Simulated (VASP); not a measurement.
# Sb (I4/mmm) in VASP: notebook

The runs below take Sb through single point, with r2SCAN.

Everything below comes from runs of VASP 6.6.1. Logs are shortened: lines on timing, memory, paths and dates and some standing lists are left out, and cuts for length are marked.

## 1. The structure

It takes space group I4/mmm (No. 139, tetragonal). Conventional cell: a = 3.010 Å, b = 3.010 Å, c = 4.960 Å, α = 90.00°, β = 90.00°, γ = 90.00°. Sb (site symmetry 4/mmm) has 12 Sb at 3.01 to 3.27 Å as nearest neighbours.

This isn't the form of Sb at room conditions, which is rhombohedral.

## 2. Single point, r2SCAN

POSCAR reads:

```
Sb
1.0
   -1.5050000000      1.5050000000      2.4800000000
    1.5050000000     -1.5050000000      2.4800000000
    1.5050000000      1.5050000000     -2.4800000000
Sb
1
Direct
    0.0000000000      0.0000000000      0.0000000000
```

INCAR.step1 reads:

```
  PREC = Accurate
  ENCUT = 520
  ISMEAR = 1
  SIGMA = 0.3
  LREAL = F
  LASPH = T
  NELM = 100
  NBANDS = 8
  GGA = PE
  ALGO = Normal
  EDIFF = 1E-4
  LWAVE = T
  LCHARG = F
```

INCAR.step2 reads:

```
  PREC = Accurate
  ENCUT = 520
  EDIFF = 1E-6
  ISMEAR = 1
  SIGMA = 0.3
  LREAL = F
  LASPH = T
  NELM = 100
  ALGO = Normal
  ISIF = 2
  LWAVE = F
  LCHARG = F
  METAGGA = R2SCAN
  LMIXTAU = T
  NBANDS = 8
  ISTART = 1
```

KPOINTS reads:

```
regular mesh
0
Gamma
  5 5 5
```

Potentials or basis: VASP PAW PBE potentials, release 64 (Sb).

Started as:

```console
$ cat potpaw_PBE.64/Sb/POTCAR > POTCAR
$ cp INCAR.step1 INCAR
$ mpirun -np 1 vasp_std > vasp.out
$ cp INCAR.step2 INCAR
$ mpirun -np 1 vasp_std > vasp.out
```

OUTCAR:

```text
PREC = Accurate
   ENCUT = 520
   EDIFF = 1E-6
   ISMEAR = 1
   LREAL = F
   LASPH = T
   NELM = 100
   ISIF = 2
   METAGGA = R2SCAN
   ISTART = 1

 ion  position               nearest neighbor table
   1  0.000  0.000  0.000-

  LATTYP: Found a body centered tetragonal cell.
 ALAT       =     3.0100000000
 C/A-ratio  =     1.6478405316

  Lattice vectors:

 A1 = (  -1.5050000000,   1.5050000000,   2.4800000000)
 A2 = (   1.5050000000,  -1.5050000000,   2.4800000000)
 A3 = (   1.5050000000,   1.5050000000,  -2.4800000000)

Analysis of symmetry for initial positions (statically):
=====================================================================
 Subroutine PRICEL returns:
 Original cell was already a primitive cell.

 Routine SETGRP: Setting up the symmetry group for a
 body centered tetragonal supercell.

 Subroutine GETGRP returns: Found 16 space group operations
 (whereof 16 operations were pure point group operations)
 out of a pool of 16 trial point group operations.

The static configuration has the point symmetry D_4h.

Analysis of symmetry for dynamics (positions and initial velocities):
=====================================================================
 Subroutine PRICEL returns:
 Original cell was already a primitive cell.

 Routine SETGRP: Setting up the symmetry group for a
 body centered tetragonal supercell.

 Subroutine GETGRP returns: Found 16 space group operations
 (whereof 16 operations were pure point group operations)
 out of a pool of 16 trial point group operations.

The dynamic configuration has the point symmetry D_4h.

 Subroutine INISYM returns: Found 16 space group operations
 (whereof 16 operations are pure point group operations),
 and found     1 'primitive' translations

----------------------------------------------------------------------------------------

                                     Primitive cell

  volume of cell :      22.4690

  direct lattice vectors                    reciprocal lattice vectors
    -1.505000000  1.505000000  2.480000000     0.000000000  0.332225914  0.201612903
     1.505000000 -1.505000000  2.480000000     0.332225914  0.000000000  0.201612903
     1.505000000  1.505000000 -2.480000000     0.332225914  0.332225914  0.000000000

  length of vectors
     3.268095776  3.268095776  3.268095776     0.388615260  0.388615260  0.469838393

  position of ions in fractional coordinates (direct lattice)
     0.000000000  0.000000000  0.000000000

  ion indices of the primitive-cell ions
   primitive index   ion index
                 1           1

----------------------------------------------------------------------------------------

 KPOINTS: regular mesh

Automatic generation of k-mesh.
 Grid dimensions read from file:
 generate k-points for:    5    5    5

 Generating k-lattice:

  Cartesian coordinates                     Fractional coordinates (reciprocal lattice)
     0.000000000  0.066445183  0.040322581     0.200000000  0.000000000 -0.000000000
     0.066445183  0.000000000  0.040322581     0.000000000  0.200000000 -0.000000000
     0.066445183  0.066445183  0.000000000     0.000000000  0.000000000  0.200000000

  Length of vectors
     0.077723052  0.077723052  0.093967679

  Shift w.r.t. Gamma in fractional coordinates (k-lattice)
     0.000000000  0.000000000  0.000000000

 Subroutine IBZKPT returns following result:
 ===========================================

 Found     18 irreducible k-points:

 Following reciprocal coordinates:
            Coordinates               Weight
  0.000000  0.000000  0.000000      1.000000
  0.200000 -0.000000  0.000000      8.000000
  0.400000 -0.000000  0.000000      8.000000
  0.200000  0.200000  0.000000      8.000000
  0.400000  0.200000  0.000000     16.000000
 -0.400000  0.200000 -0.000000     16.000000
[... 10 lines left out ...]
 -0.400000  0.400000  0.400000      4.000000
 -0.400000 -0.400000  0.400000      2.000000
   k-points           NKPTS =     18   k-points in BZ     NKDIM =     18   number of bands    NBANDS=      8
   number of dos      NEDOS =    301   number of ions     NIONS =      1
   total plane-waves  NPLWV =  13824
   dimension x,y,z NGX =    24 NGY =   24 NGZ =   24
   dimension x,y,z NGXF=    48 NGYF=   48 NGZF=   48
   ions per type =               1
   NGX,Y,Z   is equivalent  to a cutoff of  12.21, 12.21, 12.21 a.u.
   NGXF,Y,Z  is equivalent  to a cutoff of  24.42, 24.42, 24.42 a.u.
 SYSTEM =  unknown system
   PREC   = accura    normal or accurate (medium, high low for compatibility)
   ISTART =      1    job   : 0-new  1-cont  2-samecut
   ICHARG =      0    charge: 1-file 2-atom 10-const
   ISPIN  =      1    spin polarized calculation?
   LNONCOLLINEAR =      F non collinear calculations
   LSORBIT =      F    spin-orbit coupling
   LASPH  =      T    aspherical Exc in radial PAW
   ENCUT  =  520.0 eV  38.22 Ry    6.18 a.u.   6.08  6.08  6.08*2*pi/ulx,y,z
   NELM   =    100;   NELMIN=  2; NELMDL=  0     # of ELM steps
   EDIFF  = 0.1E-05   stopping-criterion for ELM
   LREAL  =      F    real-space projection
   EDIFFG = 0.1E-04   stopping-criterion for IOM
   NSW    =      0    number of steps for IOM
   IBRION =     -1    ionic relax: 0-MD 1-quasi-New 2-CG
   NFREE  =      0    steps in history (QN), initial steepest desc. (CG)
   ISIF   =      2    stress and relaxation
   ISYM   =      2    0-nonsym 1-usesym 2-fastsym
   POTIM  = 0.5000    time-step for ionic-motion
   TEBEG  =    0.0;   TEEND  =   0.0 temperature during run
   PSTRESS=    0.0 pullay stress
   NELECT =       5.0000    total number of electrons
   NUPDOWN=      -1.0000    fix difference up-down
   EMIN   =  10.00;   EMAX   =-10.00  energy-range for DOS
   EFERMI =   0.00;   METHOD = LEGACY
   ISMEAR =     1;   SIGMA  =   0.30  broadening in eV -4-tet -1-fermi 0-gaus
   EFERMI_NEDOS =   21; number of points for ismear=-14 and -15
   IALGO  =     38    algorithm
   IMIX   =      4    mixing-type and parameters
     AMIX     =   0.40;   BMIX     =  1.00
     AMIX_MAG =   1.60;   BMIX_MAG =  1.00
  volume/ion in A,a.u.               =      22.47       151.63
  Fermi-wavevector in a.u.,A,eV,Ry     =   0.992057  1.874716 13.390541  0.984177
  Thomas-Fermi vector in A             =   2.123842
[... 53 lines left out ...]

 k-point     3 :       0.4000   -0.0000    0.0000
  band No.  band energies     occupation
      1      -0.2918      2.00000
      2       5.4427      2.00000
      3      14.1862     -0.00000
      4      17.6433      0.00000
      5      18.7612      0.00000
      6      21.6860      0.00000
      7      22.9114      0.00000
      8      23.4518      0.00000

 k-point     4 :       0.2000    0.2000    0.0000
  band No.  band energies     occupation
      1      -1.6712      2.00000
      2      10.8294      2.06265
      3      11.2008      1.28950
      4      14.9640     -0.00000
      5      20.7526      0.00000
      6      22.0627      0.00000
      7      22.9407      0.00000
      8      24.8080      0.00000

 k-point     5 :       0.4000    0.2000    0.0000
  band No.  band energies     occupation
      1       1.5003      2.00000
      2       5.0571      2.00000
      3      11.4757      0.05253
      4      13.2730     -0.00000
      5      18.2682      0.00000
      6      21.6003      0.00000
      7      25.9405      0.00000
      8      26.5438      0.00000

 k-point     6 :      -0.4000    0.2000   -0.0000
  band No.  band energies     occupation
      1      -0.3055      2.00000
      2       7.8190      2.00000
      3      12.7306     -0.00000
      4      13.8736     -0.00000
      5      17.6999      0.00000
      6      20.9062      0.00000
      7      22.6395      0.00000
      8      27.5482      0.00000

 k-point     7 :      -0.2000    0.2000    0.0000
  band No.  band energies     occupation
      1      -2.7261      2.00000
      2      13.8135     -0.00000
      3      14.7733     -0.00000
      4      14.8963     -0.00000
      5      17.9597      0.00000
      6      20.8607      0.00000
      7      23.9018      0.00000
      8      25.2489      0.00000

 k-point     8 :       0.4000    0.4000    0.0000
  band No.  band energies     occupation
      1       4.0986      2.00000
      2       5.9079      2.00000
      3       7.8569      2.00000
      4      11.3901      0.30896
      5      15.9604     -0.00000
      6      19.9428      0.00000
      7      26.3467      0.00000
      8      27.3219      0.00000

 k-point     9 :      -0.4000    0.4000    0.0000
  band No.  band energies     occupation
      1       1.6119      2.00000
      2       8.4599      2.00000
      3      10.5253      2.00321
      4      11.9548     -0.00460
      5      15.6316     -0.00000
      6      15.7520     -0.00000
      7      27.6138      0.00000
      8      27.8325      0.00000

 k-point    10 :       0.2000    0.2000    0.2000
  band No.  band energies     occupation
      1       2.5043      2.00000
      2       7.8348      2.00000
      3       8.0489      2.00000
      4      11.3644      0.41679
      5      18.9266      0.00000
      6      19.7642      0.00000
      7      21.2717      0.00000
      8      26.3027      0.00000

 k-point    11 :      -0.2000    0.2000    0.2000
  band No.  band energies     occupation
      1      -1.2864      2.00000
      2       8.7764      2.00000
      3      10.6001      2.00868
      4      18.5964      0.00000
      5      22.1617      0.00000
      6      23.2343      0.00000
      7      23.8919      0.00000
      8      24.5819      0.00000

 k-point    12 :      -0.4000    0.4000    0.2000
  band No.  band energies     occupation
      1       2.5456      2.00000
      2       6.2189      2.00000
      3       7.6970      2.00000
      4      11.4414      0.13578
      5      21.2640      0.00000
      6      21.9866      0.00000
      7      25.2056      0.00000
      8      28.5168      0.00000

 k-point    13 :      -0.2000    0.4000    0.2000
  band No.  band energies     occupation
      1       1.6843      2.00000
      2       4.4404      2.00000
      3       9.1378      2.00000
      4      16.2620     -0.00000
      5      19.6808      0.00000
      6      24.4215      0.00000
      7      24.8307      0.00000
      8      26.1165      0.00000

 k-point    14 :      -0.4000   -0.4000    0.2000
  band No.  band energies     occupation
      1       1.3096      2.00000
      2       6.9621      2.00000
      3       9.0831      2.00000
      4      10.2798      2.00004
      5      23.0171      0.00000
      6      23.2347      0.00000
      7      24.9197      0.00000
      8      27.6838      0.00000

 k-point    15 :      -0.2000   -0.4000    0.2000
  band No.  band energies     occupation
      1      -1.0859      2.00000
      2       8.6019      2.00000
      3      10.7943      2.05267
      4      15.0229     -0.00000
      5      18.7100      0.00000
      6      23.3141      0.00000
      7      25.3696      0.00000
      8      26.9343      0.00000

 k-point    16 :      -0.2000   -0.2000    0.2000
  band No.  band energies     occupation
      1      -3.1189      2.00000
      2      12.8040     -0.00000
      3      15.6505     -0.00000
      4      15.6505     -0.00000
      5      18.7144      0.00000
      6      19.7133      0.00000
      7      26.2770      0.00000
      8      26.2770      0.00000

 k-point    17 :      -0.4000    0.4000    0.4000
  band No.  band energies     occupation
      1       2.0326      2.00000
      2       4.6566      2.00000
      3       8.5627      2.00000
      4      13.9198     -0.00000
      5      17.9254      0.00000
      6      22.9101      0.00000
      7      29.1750      0.00000
      8      29.5839      0.00000

 k-point    18 :      -0.4000   -0.4000    0.4000
  band No.  band energies     occupation
      1      -0.0053      2.00000
      2       5.8813      2.00000
      3      13.4390     -0.00000
      4      13.4390     -0.00000
      5      17.1804     -0.00000
      6      18.0555      0.00000
      7      30.5298      0.00000
      8      30.5298      0.00000

------------------------ aborting loop because EDIFF is reached ----------------------------------------

  FORCE on cell =-STRESS in cart. coord.  units (eV):
  Direction    XX          YY          ZZ          XY          YZ          ZX
  --------------------------------------------------------------------------------------
  -------------------------------------------------------------------------------------
  Total        2.3877398      2.3877398      2.9066688      0.0000000      0.0000000      0.0000000
  in kB      170.2601091    170.2601091    207.2628467      0.0000000      0.0000000      0.0000000
  external PRESSURE =     182.5943550 kB  Pullay stress =       0.0000000 kB

 VOLUME and BASIS-vectors are now :
 -----------------------------------------------------------------------------
  energy-cutoff  :      520.00
  volume of cell :       22.47
      direct lattice vectors                 reciprocal lattice vectors
    -1.505000000  1.505000000  2.480000000     0.000000000  0.332225914  0.201612903
     1.505000000 -1.505000000  2.480000000     0.332225914  0.000000000  0.201612903
     1.505000000  1.505000000 -2.480000000     0.332225914  0.332225914  0.000000000

 POSITION                                       TOTAL-FORCE (eV/Angst)
 -----------------------------------------------------------------------------------
      0.00000      0.00000      0.00000         0.000000      0.000000      0.000000
 -----------------------------------------------------------------------------------
    total drift:                                0.000000      0.000000     -0.000000

  FREE ENERGIE OF THE ION-ELECTRON SYSTEM (eV)
  ---------------------------------------------------
  free  energy   TOTEN  =       -24.9441058987 eV

  energy  without entropy=      -24.9375830147  energy(sigma->0) =      -24.94193160
```

It took 6.3 s on 1 thread of Intel Xeon 6975P-C (Granite Rapids), shared host; peak memory 0.14 GiB.

Results:

```
Free energy            : -24.9441 eV
Pressure               : 18.3 GPa
Band gap on the k mesh : none (metal or under the smearing width)
```

Caveat: the k mesh is coarse (spacing up to 0.59 Å⁻¹), so the values aren't converged; so large a pressure means that the cell lies far from this level's equilibrium, or that cutoff or potentials fall short; the potentials were made for another functional, which shifts forces and pressure.

## 3. Single point, r2SCAN

POSCAR is that of step 2.

INCAR.step1 reads:

```
SYSTEM = Sb
PREC = Accurate
ENCUT = 520
ISMEAR = 1
SIGMA = 0.3
LREAL = .False.
LASPH = .True.
NELM = 60
NBANDS = 8
GGA = PE
ALGO = Normal
EDIFF = 1E-4
LWAVE = .True.
LCHARG = .False.
```

INCAR.step2 reads:

```
SYSTEM = Sb
PREC = Accurate
ENCUT = 520
EDIFF = 1E-6
ISMEAR = 1
SIGMA = 0.3
LREAL = .False.
LASPH = .True.
NELM = 60
ALGO = Normal
ISIF = 2
LWAVE = .False.
LCHARG = .True.
METAGGA = R2SCAN
LMIXTAU = .True.
LELF = .True.
LVHAR = .True.
NBANDS = 8
ISTART = 1
```

KPOINTS reads:

```
regular mesh
0
Gamma
  4 4 4
  0 0 0
```

Potentials or basis: VASP PAW PBE potentials, release 64 (Sb).

Started as:

```console
$ cat potpaw_PBE.64/Sb/POTCAR > POTCAR
$ cp INCAR.step1 INCAR
$ mpirun -np 1 vasp_std > vasp.out
$ cp INCAR.step2 INCAR
$ mpirun -np 1 vasp_std > vasp.out
```

Wall time 5.9 s (1 thread of Intel Xeon 6975P-C (Granite Rapids), shared host); peak memory 0.14 GiB.

It converged, with:

| Property | Result |
| --- | --- |
| Free energy | -25.0702 eV |
| Pressure | 17.3 GPa |
| Band gap on the k mesh | none (metal or under the smearing width) |

Stress tensor (GPa, compression positive):
```
20.17  0.00  0.00
 0.00 20.17  0.00
 0.00  0.00 11.61
```

Levels at points of the mesh, in eV from the Fermi level:
```csv
k point,band 1,band 2,band 3,band 4,band 5,band 6,band 7
"(0.00, 0.00, 0.00)",-15.25,6.90,7.18,7.18,10.51,11.16,11.68
"(0.50, 0.00, 0.00)",-10.00,-7.47,2.88,6.61,7.53,11.10,11.48
"(0.50, 0.50, 0.00)",-6.65,-5.85,-0.96,0.53,4.07,4.42,18.16
"(0.50, 0.50, 0.50)",-9.55,-7.19,2.10,2.10,5.93,6.79,19.92
```

Caveat: the k mesh is coarse (spacing up to 0.74 Å⁻¹), so the values aren't converged; so large a pressure means that the cell lies far from this level's equilibrium, or that cutoff or potentials fall short; the potentials were made for another functional, which shifts forces and pressure. The run has no spin-orbit coupling, so splittings on Sb are missing.

## 4. Single point, r2SCAN

POSCAR is that of step 3.

INCAR.step1 reads:

```
SYSTEM = Sb
ALGO     = Normal         ! electronic algorithm
EDIFF    = 1E-4           ! SCF threshold, eV
ENCUT    = 520            ! plane-wave cutoff, eV
GGA      = PE             ! functional
ISMEAR   = 1              ! smearing method
LASPH    = .TRUE.         ! aspherical terms in the spheres
LCHARG   = .FALSE.        ! write CHGCAR
LREAL    = .FALSE.        ! projectors in reciprocal space
LWAVE    = .TRUE.         ! write WAVECAR
NBANDS   = 8              ! bands
NELM     = 100            ! most SCF steps
PREC     = Accurate       ! precision mode
SIGMA    = 0.3            ! smearing width, eV
```

INCAR.step2 reads:

```
SYSTEM = Sb
ALGO     = Normal         ! electronic algorithm
EDIFF    = 1E-6           ! SCF threshold, eV
ENCUT    = 520            ! plane-wave cutoff, eV
ISIF     = 2              ! what is computed and relaxed
ISMEAR   = 1              ! smearing method
ISTART   = 1            
LASPH    = .TRUE.         ! aspherical terms in the spheres
LCHARG   = .FALSE.        ! write CHGCAR
LMIXTAU  = .TRUE.       
LREAL    = .FALSE.        ! projectors in reciprocal space
LWAVE    = .FALSE.        ! write WAVECAR
METAGGA  = R2SCAN         ! meta-GGA
NBANDS   = 8              ! bands
NELM     = 100            ! most SCF steps
PREC     = Accurate       ! precision mode
SIGMA    = 0.3            ! smearing width, eV
```

KPOINTS reads:

```
k-points
0
G
  9 9 9
  0 0 0
```

Started as:

```console
$ cat potpaw_PBE.64/Sb/POTCAR > POTCAR
$ cp INCAR.step1 INCAR
$ mpirun -np 1 vasp_std > vasp.out
$ cp INCAR.step2 INCAR
$ mpirun -np 1 vasp_std > vasp.out
```

It took 14 s on 1 thread of Intel Xeon 6975P-C (Granite Rapids), shared host; peak memory 0.14 GiB.

Results (log left out):

```yaml
Free_energy: -25.0391 eV
Pressure: 18.6 GPa
Band_gap_on_the_k_mesh: none (metal or under the smearing width)
```

Stress tensor (GPa, compression positive):
```
18.51  0.00  0.00
 0.00 18.51  0.00
 0.00  0.00 18.73
```

Levels at points of the mesh, in eV from the Fermi level:
```
           k point  band 1  band 2  band 3  band 4  band 5
(0.00, 0.00, 0.00)  -15.27    6.86    7.15    7.15   10.46
```

Caveat: so large a pressure means that the cell lies far from this level's equilibrium, or that cutoff or potentials fall short; the potentials were made for another functional, which shifts forces and pressure.

## 5. The runs side by side

```csv
k mesh,mesh quality,gap on the mesh (eV),pressure (GPa)
5 × 5 × 5,coarse,none,18.3
4 × 4 × 4,coarse,none,17.3
9 × 9 × 9,not flagged,none,18.6
```

Alike in all rows: task single point; level r2SCAN; potentials or basis VASP PAW PBE potentials, release 64 (Sb); no spin polarisation; cell as given; cutoff (eV) 520; smearing methfessel-paxton 0.3 eV.

Caveats: some runs use coarse meshes; so large a pressure means that the cell lies far from this level's equilibrium, or that cutoff or potentials fall short; the potentials were made for another functional, which shifts forces and pressure.

Absolute energies hang on the potentials; compare differences alone.
